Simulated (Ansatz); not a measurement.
# Structures of ZrC: which is lowest?

Plane-wave DFT in Ansatz with scalar-relativistic PAW potentials, cutoff 420 eV, Γ-centred meshes chosen by cell and gap, Gaussian smearing with energies taken to zero width. Every cell was relaxed (cell and atoms) in a run of its own, within the symmetry of its start. Functional: PBEsol.

Relaxed structures (starts from databases or built by putting these elements on another compound's sites):
A. Fm-3m, 2 atoms in the computed cell, a = 4.669 Å; sites (symmetry × multiplicity) Zr m-3m × 4, C m-3m × 4; start: database
B. P6_3/mmc, 4 atoms in the computed cell, a = 3.352 Å, c = 5.222 Å; sites (symmetry × multiplicity) Zr -6m2 × 2, C -3m. × 2; start: built

Rank them by energy. Could pressure change the order?

| structure | group | E − E(lowest) (meV/atom) | V (Å³/atom) | gap on mesh (eV) |
| --- | --- | --- | --- | --- |
| A | Fm-3m | 0.0 | 12.72 | 0.00 |
| B | P6_3/mmc | 159 | 12.70 | 0.00 |

A is lowest, 159 meV/atom under B. The two lowest differ in volume by under 3 %, too little for a first-order estimate of what pressure does to that pair (other pairs aren't weighed here); with rigid cells even 3 % in favour of the higher one would need about 67 GPa. Other structures may lie lower than all of these, and vibrations aren't counted.